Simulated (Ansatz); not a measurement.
**B: properties at the relaxed cell**

An exercise on one series of results from a longer session: the logs are not shown, and one member is left open.

Program: Ansatz 0.2.0. Level of theory: DFT PBE, scalar-relativistic, plane waves, PAW. These are calculated values, not measurements.

**The structure to begin with**

It takes space group Pnnm (No. 58, orthorhombic). The conventional cell has a = 5.041 Å, b = 5.608 Å, c = 6.924 Å, α = 90.00°, β = 90.00°, γ = 90.00°. B (site symmetry 1) has 6 B at 1.76 to 1.86 Å as nearest neighbours. B (site symmetry m) is surrounded by 6 B at 1.67 to 1.81 Å. Around B (site symmetry m) lie 6 B at 1.66 to 1.78 Å. B (site symmetry 1) has 7 B at 1.74 to 1.90 Å as nearest neighbours. B (site symmetry m) has 4 B at 1.67 to 1.90 Å as nearest neighbours.

As a file:

```
CELL_PARAMETERS angstrom
5.04060 0.00000 0.00000
0.00000 5.60817 0.00000
0.00000 0.00000 6.92363
ATOMIC_POSITIONS crystal
B 0.65285 0.90738 0.29099
B 0.34715 0.09262 0.29099
B 0.15285 0.59262 0.20901
B 0.84715 0.40738 0.20901
B 0.34715 0.09262 0.70901
B 0.65285 0.90738 0.70901
B 0.84715 0.40738 0.79099
B 0.15285 0.59262 0.79099
B 0.14792 0.77122 0.00000
B 0.85208 0.22878 0.00000
B 0.64792 0.72878 0.50000
B 0.35208 0.27122 0.50000
B 0.83564 0.99194 0.50000
B 0.16436 0.00806 0.50000
B 0.33564 0.50806 0.00000
B 0.66436 0.49194 0.00000
B 0.33940 0.78109 0.37434
B 0.66060 0.21891 0.37434
B 0.83940 0.71891 0.12566
B 0.16060 0.28109 0.12566
B 0.66060 0.21891 0.62566
B 0.33940 0.78109 0.62566
B 0.16060 0.28109 0.87434
B 0.83940 0.71891 0.87434
B 0.17015 0.52065 0.50000
B 0.82985 0.47935 0.50000
B 0.67015 0.97935 0.00000
B 0.32985 0.02065 0.00000
```

It goes back to an entry of the Materials Project.

This cell was relaxed beforehand with the same method: volume 6.99 Å³/atom, gap on the mesh 1.54 eV.

Set-up of the first run:

Input file input.yaml:

```yaml
crystal:
  lattice:
    - [5.0405978582, 0.0, 0.0]
    - [0.0, 5.6081683693, 0.0]
    - [0.0, 0.0, 6.923625714]
  atoms:
    - { symbol: B, position: [0.6528536502, 0.9073764407, 0.2909945179] }
    - { symbol: B, position: [0.3471463498, 0.0926235593, 0.2909945179] }
    - { symbol: B, position: [0.1528536502, 0.5926235593, 0.2090054821] }
    - { symbol: B, position: [0.8471463498, 0.4073764407, 0.2090054821] }
    - { symbol: B, position: [0.3471463498, 0.0926235593, 0.7090054821] }
    - { symbol: B, position: [0.6528536502, 0.9073764407, 0.7090054821] }
    - { symbol: B, position: [0.8471463498, 0.4073764407, 0.7909945179] }
    - { symbol: B, position: [0.1528536502, 0.5926235593, 0.7909945179] }
    - { symbol: B, position: [0.1479223526, 0.7712170183, 0.0] }
    - { symbol: B, position: [0.8520776474, 0.2287829817, 0.0] }
    - { symbol: B, position: [0.6479223526, 0.7287829817, 0.5] }
    - { symbol: B, position: [0.3520776474, 0.2712170183, 0.5] }
    - { symbol: B, position: [0.835637235, 0.9919419226, 0.5] }
    - { symbol: B, position: [0.164362765, 0.0080580774, 0.5] }
    - { symbol: B, position: [0.335637235, 0.5080580774, 0.0] }
    - { symbol: B, position: [0.664362765, 0.4919419226, 0.0] }
    - { symbol: B, position: [0.3393965561, 0.7810920048, 0.3743360464] }
    - { symbol: B, position: [0.6606034439, 0.2189079952, 0.3743360464] }
    - { symbol: B, position: [0.8393965561, 0.7189079952, 0.1256639536] }
    - { symbol: B, position: [0.1606034439, 0.2810920048, 0.1256639536] }
    - { symbol: B, position: [0.6606034439, 0.2189079952, 0.6256639536] }
    - { symbol: B, position: [0.3393965561, 0.7810920048, 0.6256639536] }
    - { symbol: B, position: [0.1606034439, 0.2810920048, 0.8743360464] }
    - { symbol: B, position: [0.8393965561, 0.7189079952, 0.8743360464] }
    - { symbol: B, position: [0.1701487794, 0.520650484, 0.5] }
    - { symbol: B, position: [0.8298512206, 0.479349516, 0.5] }
    - { symbol: B, position: [0.6701487794, 0.979349516, 0.0] }
    - { symbol: B, position: [0.3298512206, 0.020650484, 0.0] }
basis:
  ecutwfc: 420
kpoints:
  mp_grid: { grid: [6, 6, 4] }
hamiltonian:
  xc: pbesol
scf:
  occupations: { method: gaussian, width: 0.02 }
output:
  forces: true
  stress: true
  eigenvalues: true
relax:
  adjacent_minimum: "off"
  f_tol: 0.005
  max_steps: 50
  cell: { stress_tol: 0.05 }
```

Started as:

```
$ ansatz run input.yaml --threads 8 --pin off --max-ram 22528MiB --backend cpu --events-out ev --progress --plain --runs-dir out
```

Steps of the session up to this table: The cell under PBEsol; Relaxing with PBE+D3(BJ); Relaxing with LDA; The cell under r2SCAN.

One table of the session follows, with a row left open; its other results are not shown here.

It belongs to the step «One structure, several functionals». 

```
functional  a (Å)  b (Å)  c (Å)  volume (Å³/atom)  gap on the mesh (eV)
       PBE  5.041  5.608  6.924              6.99                  1.54
    PBEsol  5.023  5.588  6.878              6.89                  1.49
PBE+D3(BJ)      ?      ?      ?                 ?                     ?
       LDA  4.983  5.547  6.822              6.74                  1.52
    r2SCAN  5.031  5.599  6.937              6.98                  1.71
```

Q: Estimate the row for PBE+D3(BJ) from the others.

The run gave: a (Å): 5.007; b (Å): 5.571; c (Å): 6.861; volume (Å³/atom): 6.83; gap on the mesh (eV): 1.53. In the column «a (Å)» it lies between LDA (4.983) and PBEsol (5.023).
